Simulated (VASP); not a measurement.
# Cr (P6_3/mmc) in VASP: notebook, part 2 of 4

VASP 6.6.1. The steps go on from the part before.

**10. Equation of state, PBEsol, collinear spin, ferromagnetic start, 13.64 Å³/atom**

INCAR reads:

```
SYSTEM = Cr
PREC = Accurate
ENCUT = 350
EDIFF = 1E-6
ISMEAR = 1
SIGMA = 0.1
LREAL = .FALSE.
LASPH = .TRUE.
NELM = 100
ALGO = Normal
ISIF = 2
LWAVE = .FALSE.
LCHARG = .FALSE.
ISPIN = 2
MAGMOM = 3 3
LORBIT = 11
LMAXMIX = 4
GGA = PS
ADDGRID = .FALSE.
```

KPOINTS reads:

```
regular mesh
0
G
  17 17 9
  0 0 0
```

POSCAR reads:

```
Cr
1.0
    2.6865839842      0.0000000000      0.0000000000
   -1.3432919921      2.3266499797      0.0000000000
    0.0000000000      0.0000000000      4.3654514997
Cr
2
Direct
    0.6666666667      0.3333333333      0.7500000000
    0.3333333333      0.6666666667      0.2500000000
```

Started as:

```
> cat potpaw_PBE.64/Cr_pv/POTCAR > POTCAR
> mpirun -np 1 vasp_std > vasp.out
```

Wall time 68 s (1 thread of Intel Xeon Platinum 8488C (Sapphire Rapids), shared host); peak memory 0.18 GiB.

These settings aren't checked as converged: the numbers below hold their error.

What came out:

```
Free energy                                           : -19.0704 eV
Pressure                                              : -30.1 GPa
Band gap on the k mesh                                : none (metal or under the smearing width)
Net moment                                            : 1.52 μB per cell
Site moments                                          : Cr +0.70 μB
Valence electrons inside the program's atomic spheres : Cr 10.76
```

Caveat: the cell as given lies far from equilibrium; the potentials were made for another functional, which shifts forces and pressure.

**11. Equation of state, PBEsol, collinear spin, ferromagnetic start, 14.49 Å³/atom**

INCAR is that of step 10.

KPOINTS is that of step 10.

POSCAR reads:

```
Cr
1.0
    2.7408730348      0.0000000000      0.0000000000
   -1.3704365174      2.3736656767      0.0000000000
    0.0000000000      0.0000000000      4.4536662062
Cr
2
Direct
    0.6666666667      0.3333333333      0.7500000000
    0.3333333333      0.6666666667      0.2500000000
```

Started as:

```
> cat potpaw_PBE.64/Cr_pv/POTCAR > POTCAR
> mpirun -np 1 vasp_std > vasp.out
```

Run time: 91 s. Hardware: 1 thread of Intel Xeon Platinum 8488C (Sapphire Rapids), shared host; peak memory 0.18 GiB.

These settings aren't checked as converged: the numbers below hold their error.

What came out:

| Item | Value |
| --- | --- |
| Free energy | -18.7361 eV |
| Pressure | -34.3 GPa |
| Band gap on the k mesh | none (metal or under the smearing width) |
| Net moment | 2.08 μB per cell |
| Site moments | Cr +0.96 μB |
| Valence electrons inside the program's atomic spheres | Cr 10.67 |

Caveat: the cell as given lies far from equilibrium; the potentials were made for another functional, which shifts forces and pressure.

**12. Equation of state, PBEsol, collinear spin, ferromagnetic start, 13.64 Å³/atom**

Edit INCAR of step 11 so:

```diff
@@ -2,3 +2,3 @@
 PREC = Accurate
-ENCUT = 350
+ENCUT = 500
 EDIFF = 1E-6
```

KPOINTS reads:

```
regular mesh
0
G
  15 15 8
  0 0 0
```

POSCAR reads:

```
Cr
1.0
    2.6865839842      0.0000000000      0.0000000000
   -1.3432919921      2.3266499797      0.0000000000
    0.0000000000      0.0000000000      4.3654514997
Cr
2
Direct
    0.6666666667      0.3333333333      0.7500000000
    0.3333333333      0.6666666667      0.2500000000
```

Potentials or basis: VASP PAW PBE potentials, release 64 (Cr_pv).

Started as:

```
> cat potpaw_PBE.64/Cr_pv/POTCAR > POTCAR
> mpirun -np 1 vasp_std > vasp.out
```

Wall time 90 s (1 thread of Intel Xeon Platinum 8488C (Sapphire Rapids), shared host); peak memory 0.21 GiB.

These settings aren't checked as converged: the numbers below hold their error.

Results:

- Free energy: -19.0593 eV
- Pressure: -29.4 GPa
- Band gap on the k mesh: none (metal or under the smearing width)
- Net moment: 1.61 μB per cell
- Site moments: Cr +0.75 μB
- Valence electrons inside the program's atomic spheres: Cr 10.76

Caveat: the PAW data sets were made with another functional, which shifts forces and pressure a little.

**13. Equation of state, PBEsol, collinear spin, ferromagnetic start, 14.49 Å³/atom**

INCAR is that of step 12.

KPOINTS is that of step 12.

POSCAR reads:

```
Cr
1.0
    2.7408730348      0.0000000000      0.0000000000
   -1.3704365174      2.3736656767      0.0000000000
    0.0000000000      0.0000000000      4.4536662062
Cr
2
Direct
    0.6666666667      0.3333333333      0.7500000000
    0.3333333333      0.6666666667      0.2500000000
```

Started as:

```
> cat potpaw_PBE.64/Cr_pv/POTCAR > POTCAR
> mpirun -np 1 vasp_std > vasp.out
```

It took 1.7 min on 1 thread of Intel Xeon Platinum 8488C (Sapphire Rapids), shared host; peak memory 0.21 GiB.

These settings aren't checked as converged: the numbers below hold their error.

Results:

| Item | Value |
| --- | --- |
| Free energy | -18.7248 eV |
| Pressure | -33.9 GPa |
| Band gap on the k mesh | none (metal or under the smearing width) |
| Net moment | 2.06 μB per cell |
| Site moments | Cr +0.95 μB |
| Valence electrons inside the program's atomic spheres | Cr 10.67 |

Caveat: the cell as given lies far from equilibrium; the potentials were made for another functional, which shifts forces and pressure.

**14. Equation of state, PBEsol, collinear spin, ferromagnetic start, 13.64 Å³/atom**

Edit INCAR of step 13 so:

```diff
@@ -2,3 +2,3 @@
 PREC = Accurate
-ENCUT = 500
+ENCUT = 400
 EDIFF = 1E-6
```

KPOINTS reads:

```
regular mesh
0
G
  17 17 9
  0 0 0
```

POSCAR reads:

```
Cr
1.0
    2.6865839842      0.0000000000      0.0000000000
   -1.3432919921      2.3266499797      0.0000000000
    0.0000000000      0.0000000000      4.3654514997
Cr
2
Direct
    0.6666666667      0.3333333333      0.7500000000
    0.3333333333      0.6666666667      0.2500000000
```

Started as:

```
> cat potpaw_PBE.64/Cr_pv/POTCAR > POTCAR
> mpirun -np 1 vasp_std > vasp.out
```

Run time: 81 s. Hardware: 1 thread of Intel Xeon Platinum 8488C (Sapphire Rapids), shared host; peak memory 0.19 GiB.

The run converged, but some of its settings lie outside the range that counts as converged, so its numbers aren't taken as properties of the crystal.

Results:

- Free energy: -19.0607 eV
- Pressure: -30.7 GPa
- Band gap on the k mesh: none (metal or under the smearing width)
- Net moment: 1.52 μB per cell
- Site moments: Cr +0.70 μB
- Valence electrons inside the program's atomic spheres: Cr 10.76

Caveat: the cell as given lies far from equilibrium; the potentials were made for another functional, which shifts forces and pressure.

**15. Equation of state, PBEsol, collinear spin, ferromagnetic start, 14.49 Å³/atom**

INCAR is that of step 14.

KPOINTS is that of step 14.

POSCAR reads:

```
Cr
1.0
    2.7408730348      0.0000000000      0.0000000000
   -1.3704365174      2.3736656767      0.0000000000
    0.0000000000      0.0000000000      4.4536662062
Cr
2
Direct
    0.6666666667      0.3333333333      0.7500000000
    0.3333333333      0.6666666667      0.2500000000
```

Potentials or basis: VASP PAW PBE potentials, release 64 (Cr_pv).

Started as:

```
> cat potpaw_PBE.64/Cr_pv/POTCAR > POTCAR
> mpirun -np 1 vasp_std > vasp.out
```

Wall time 91 s (1 thread of Intel Xeon Platinum 8488C (Sapphire Rapids), shared host); peak memory 0.2 GiB.

The run converged, but some of its settings lie outside the range that counts as converged, so its numbers aren't taken as properties of the crystal.

What came out:

```
Free energy                                           : -18.7266 eV
Pressure                                              : -34.9 GPa
Band gap on the k mesh                                : none (metal or under the smearing width)
Net moment                                            : 2.08 μB per cell
Site moments                                          : Cr +0.96 μB
Valence electrons inside the program's atomic spheres : Cr 10.67
```

Caveat: the cell as given lies far from equilibrium; the potentials were made for another functional, which shifts forces and pressure.

**16. Equation of state, PBEsol, collinear spin, ferromagnetic start, 13.64 Å³/atom**

Edit INCAR of step 15 so:

```diff
@@ -5,3 +5,3 @@
 ISMEAR = 1
-SIGMA = 0.1
+SIGMA = 0.4
 LREAL = .FALSE.
```

KPOINTS is that of step 15.

POSCAR reads:

```
Cr
1.0
    2.6865839842      0.0000000000      0.0000000000
   -1.3432919921      2.3266499797      0.0000000000
    0.0000000000      0.0000000000      4.3654514997
Cr
2
Direct
    0.6666666667      0.3333333333      0.7500000000
    0.3333333333      0.6666666667      0.2500000000
```

Started as:

```
> cat potpaw_PBE.64/Cr_pv/POTCAR > POTCAR
> mpirun -np 1 vasp_std > vasp.out
```

It took 86 s on 1 thread of Intel Xeon Platinum 8488C (Sapphire Rapids), shared host; peak memory 0.19 GiB.

These settings aren't checked as converged: the numbers below hold their error.

What came out:

```yaml
Free_energy: -19.0624 eV
Pressure: -31.5 GPa
Band_gap_on_the_k_mesh: none (metal or under the smearing width)
Net_moment: 1.11 μB per cell
Site_moments: Cr +0.52 μB
Valence_electrons_inside_the_program's_atomic_spheres: Cr 10.76
```

Caveat: the cell as given lies far from equilibrium; the potentials were made for another functional, which shifts forces and pressure.

**17. Equation of state, PBEsol, collinear spin, ferromagnetic start, 14.49 Å³/atom**

INCAR is that of step 16.

KPOINTS is that of step 16.

POSCAR reads:

```
Cr
1.0
    2.7408730348      0.0000000000      0.0000000000
   -1.3704365174      2.3736656767      0.0000000000
    0.0000000000      0.0000000000      4.4536662062
Cr
2
Direct
    0.6666666667      0.3333333333      0.7500000000
    0.3333333333      0.6666666667      0.2500000000
```

Started as:

```
> cat potpaw_PBE.64/Cr_pv/POTCAR > POTCAR
> mpirun -np 1 vasp_std > vasp.out
```

Wall time 1.7 min (1 thread of Intel Xeon Platinum 8488C (Sapphire Rapids), shared host); peak memory 0.2 GiB.

These settings aren't checked as converged: the numbers below hold their error.

Results:

```
Free energy                                           : -18.7246 eV
Pressure                                              : -34.8 GPa
Band gap on the k mesh                                : none (metal or under the smearing width)
Net moment                                            : 2.09 μB per cell
Site moments                                          : Cr +0.97 μB
Valence electrons inside the program's atomic spheres : Cr 10.67
```

Caveat: the cell as given lies far from equilibrium; the potentials were made for another functional, which shifts forces and pressure.

**18. Equation of state, PBEsol, collinear spin, ferromagnetic start, 13.64 Å³/atom**

Edit INCAR of step 17 so:

```diff
@@ -5,3 +5,3 @@
 ISMEAR = 1
-SIGMA = 0.4
+SIGMA = 0.2
 LREAL = .FALSE.
```

KPOINTS is that of step 17.

POSCAR reads:

```
Cr
1.0
    2.6865839842      0.0000000000      0.0000000000
   -1.3432919921      2.3266499797      0.0000000000
    0.0000000000      0.0000000000      4.3654514997
Cr
2
Direct
    0.6666666667      0.3333333333      0.7500000000
    0.3333333333      0.6666666667      0.2500000000
```

Potentials or basis: VASP PAW PBE potentials, release 64 (Cr_pv).

Started as:

```
> cat potpaw_PBE.64/Cr_pv/POTCAR > POTCAR
> mpirun -np 1 vasp_std > vasp.out
```

Wall time 77 s (1 thread of Intel Xeon Platinum 8488C (Sapphire Rapids), shared host); peak memory 0.19 GiB.

These settings aren't checked as converged: the numbers below hold their error.

Results:

```
Free energy                                           : -19.0605 eV
Pressure                                              : -30.8 GPa
Band gap on the k mesh                                : none (metal or under the smearing width)
Net moment                                            : 1.50 μB per cell
Site moments                                          : Cr +0.70 μB
Valence electrons inside the program's atomic spheres : Cr 10.76
```

Caveat: the cell as given lies far from equilibrium; the potentials were made for another functional, which shifts forces and pressure.

**19. Equation of state, PBEsol, collinear spin, ferromagnetic start, 14.49 Å³/atom**

INCAR is that of step 18.

KPOINTS is that of step 18.

POSCAR reads:

```
Cr
1.0
    2.7408730348      0.0000000000      0.0000000000
   -1.3704365174      2.3736656767      0.0000000000
    0.0000000000      0.0000000000      4.4536662062
Cr
2
Direct
    0.6666666667      0.3333333333      0.7500000000
    0.3333333333      0.6666666667      0.2500000000
```

Started as:

```
> cat potpaw_PBE.64/Cr_pv/POTCAR > POTCAR
> mpirun -np 1 vasp_std > vasp.out
```

Wall time 99 s (1 thread of Intel Xeon Platinum 8488C (Sapphire Rapids), shared host); peak memory 0.2 GiB.

The run converged, but some of its settings lie outside the range that counts as converged, so its numbers aren't taken as properties of the crystal.

Results:

```yaml
Free_energy: -18.7258 eV
Pressure: -34.8 GPa
Band_gap_on_the_k_mesh: none (metal or under the smearing width)
Net_moment: 2.10 μB per cell
Site_moments: Cr +0.97 μB
Valence_electrons_inside_the_program's_atomic_spheres: Cr 10.67
```

Caveat: the cell as given lies far from equilibrium; the potentials were made for another functional, which shifts forces and pressure.

**20. Equation of state, PBEsol, collinear spin, ferromagnetic start, 13.64 Å³/atom**

Edit INCAR of step 19 so:

```diff
@@ -5,3 +5,3 @@
 ISMEAR = 1
-SIGMA = 0.2
+SIGMA = 0.05
 LREAL = .FALSE.
```

KPOINTS is that of step 19.

POSCAR reads:

```
Cr
1.0
    2.6865839842      0.0000000000      0.0000000000
   -1.3432919921      2.3266499797      0.0000000000
    0.0000000000      0.0000000000      4.3654514997
Cr
2
Direct
    0.6666666667      0.3333333333      0.7500000000
    0.3333333333      0.6666666667      0.2500000000
```

Started as:

```
> cat potpaw_PBE.64/Cr_pv/POTCAR > POTCAR
> mpirun -np 1 vasp_std > vasp.out
```

It took 98 s on 1 thread of Intel Xeon Platinum 8488C (Sapphire Rapids), shared host; peak memory 0.19 GiB.

The run converged, but some of its settings lie outside the range that counts as converged, so its numbers aren't taken as properties of the crystal.

What came out:

```
Free energy                                           : -19.0608 eV
Pressure                                              : -30.8 GPa
Band gap on the k mesh                                : none (metal or under the smearing width)
Net moment                                            : 1.51 μB per cell
Site moments                                          : Cr +0.70 μB
Valence electrons inside the program's atomic spheres : Cr 10.76
```

Caveat: the cell as given lies far from equilibrium; the potentials were made for another functional, which shifts forces and pressure.

**21. Equation of state, PBEsol, collinear spin, ferromagnetic start, 14.49 Å³/atom**

INCAR is that of step 20.

KPOINTS is that of step 20.

POSCAR reads:

```
Cr
1.0
    2.7408730348      0.0000000000      0.0000000000
   -1.3704365174      2.3736656767      0.0000000000
    0.0000000000      0.0000000000      4.4536662062
Cr
2
Direct
    0.6666666667      0.3333333333      0.7500000000
    0.3333333333      0.6666666667      0.2500000000
```

Potentials or basis: VASP PAW PBE potentials, release 64 (Cr_pv).

Started as:

```
> cat potpaw_PBE.64/Cr_pv/POTCAR > POTCAR
> mpirun -np 1 vasp_std > vasp.out
```

It took 73 s on 1 thread of Intel Xeon Platinum 8488C (Sapphire Rapids), shared host; peak memory 0.19 GiB.

The run converged, but some of its settings lie outside the range that counts as converged, so its numbers aren't taken as properties of the crystal.

Results:

```
Free energy                                           : -18.7270 eV
Pressure                                              : -34.8 GPa
Band gap on the k mesh                                : none (metal or under the smearing width)
Net moment                                            : 2.09 μB per cell
Site moments                                          : Cr +0.97 μB
Valence electrons inside the program's atomic spheres : Cr 10.67
```

Caveat: the cell as given lies far from equilibrium; the potentials were made for another functional, which shifts forces and pressure.

**22. Equation of state, PBEsol, collinear spin, ferromagnetic start, 13.64 Å³/atom**

Edit INCAR of step 21 so:

```diff
@@ -5,3 +5,3 @@
 ISMEAR = 1
-SIGMA = 0.05
+SIGMA = 0.02
 LREAL = .FALSE.
```

KPOINTS is that of step 21.

POSCAR reads:

```
Cr
1.0
    2.6865839842      0.0000000000      0.0000000000
   -1.3432919921      2.3266499797      0.0000000000
    0.0000000000      0.0000000000      4.3654514997
Cr
2
Direct
    0.6666666667      0.3333333333      0.7500000000
    0.3333333333      0.6666666667      0.2500000000
```

Started as:

```
> cat potpaw_PBE.64/Cr_pv/POTCAR > POTCAR
> mpirun -np 1 vasp_std > vasp.out
```

Wall time 1.8 min (1 thread of Intel Xeon Platinum 8488C (Sapphire Rapids), shared host); peak memory 0.19 GiB.

The run converged, but some of its settings lie outside the range that counts as converged, so its numbers aren't taken as properties of the crystal.

Results:

```
Free energy                                           : -19.0607 eV
Pressure                                              : -30.7 GPa
Band gap on the k mesh                                : none (metal or under the smearing width)
Net moment                                            : 1.55 μB per cell
Site moments                                          : Cr +0.71 μB
Valence electrons inside the program's atomic spheres : Cr 10.76
```

Caveat: the cell as given lies far from equilibrium; the potentials were made for another functional, which shifts forces and pressure.

**23. Equation of state, PBEsol, collinear spin, ferromagnetic start, 14.49 Å³/atom**

INCAR is that of step 22.

KPOINTS is that of step 22.

POSCAR reads:

```
Cr
1.0
    2.7408730348      0.0000000000      0.0000000000
   -1.3704365174      2.3736656767      0.0000000000
    0.0000000000      0.0000000000      4.4536662062
Cr
2
Direct
    0.6666666667      0.3333333333      0.7500000000
    0.3333333333      0.6666666667      0.2500000000
```

Started as:

```
> cat potpaw_PBE.64/Cr_pv/POTCAR > POTCAR
> mpirun -np 1 vasp_std > vasp.out
```

Run time: 86 s. Hardware: 1 thread of Intel Xeon Platinum 8488C (Sapphire Rapids), shared host; peak memory 0.19 GiB.

These settings aren't checked as converged: the numbers below hold their error.

What came out:

* Free energy: -18.7272 eV
* Pressure: -35.0 GPa
* Band gap on the k mesh: none (metal or under the smearing width)
* Net moment: 2.07 μB per cell
* Site moments: Cr +0.96 μB
* Valence electrons inside the program's atomic spheres: Cr 10.67

Caveat: the cell as given lies far from equilibrium; the potentials were made for another functional, which shifts forces and pressure.

**24. Equation of state, PBEsol, collinear spin, ferromagnetic start, 13.64 Å³/atom**

Edit INCAR of step 23 so:

```diff
@@ -4,4 +4,4 @@
 EDIFF = 1E-6
-ISMEAR = 1
-SIGMA = 0.02
+ISMEAR = -5
+SIGMA = 0.1
 LREAL = .FALSE.
```

KPOINTS is that of step 23.

POSCAR reads:

```
Cr
1.0
    2.6865839842      0.0000000000      0.0000000000
   -1.3432919921      2.3266499797      0.0000000000
    0.0000000000      0.0000000000      4.3654514997
Cr
2
Direct
    0.6666666667      0.3333333333      0.7500000000
    0.3333333333      0.6666666667      0.2500000000
```

Potentials or basis: VASP PAW PBE potentials, release 64 (Cr_pv).

Started as:

```
> cat potpaw_PBE.64/Cr_pv/POTCAR > POTCAR
> mpirun -np 1 vasp_std > vasp.out
```

Wall time 1.8 min (1 thread of Intel Xeon Platinum 8488C (Sapphire Rapids), shared host); peak memory 0.21 GiB.

The run converged, but some of its settings lie outside the range that counts as converged, so its numbers aren't taken as properties of the crystal.

What came out:

```yaml
Free_energy: -19.0602 eV
Pressure: -30.4 GPa
Band_gap_on_the_k_mesh: none (metal or under the smearing width)
Net_moment: 1.68 μB per cell
Site_moments: Cr +0.78 μB
Valence_electrons_inside_the_program's_atomic_spheres: Cr 10.76
```

Caveat: the cell as given lies far from equilibrium; the potentials were made for another functional, which shifts forces and pressure; tetrahedron occupations give inexact forces and stress in metals.

**25. Equation of state, PBEsol, collinear spin, ferromagnetic start, 14.49 Å³/atom**

INCAR is that of step 24.

KPOINTS is that of step 24.

POSCAR reads:

```
Cr
1.0
    2.7408730348      0.0000000000      0.0000000000
   -1.3704365174      2.3736656767      0.0000000000
    0.0000000000      0.0000000000      4.4536662062
Cr
2
Direct
    0.6666666667      0.3333333333      0.7500000000
    0.3333333333      0.6666666667      0.2500000000
```

Started as:

```
> cat potpaw_PBE.64/Cr_pv/POTCAR > POTCAR
> mpirun -np 1 vasp_std > vasp.out
```

It took 94 s on 1 thread of Intel Xeon Platinum 8488C (Sapphire Rapids), shared host; peak memory 0.21 GiB.

The run converged, but some of its settings lie outside the range that counts as converged, so its numbers aren't taken as properties of the crystal.

Results:

- Free energy: -18.7269 eV
- Pressure: -34.9 GPa
- Band gap on the k mesh: none (metal or under the smearing width)
- Net moment: 2.10 μB per cell
- Site moments: Cr +0.97 μB
- Valence electrons inside the program's atomic spheres: Cr 10.67

Caveat: the cell as given lies far from equilibrium; the potentials were made for another functional, which shifts forces and pressure; tetrahedron occupations give inexact forces and stress in metals.

(Continued in part 3 of 4.)
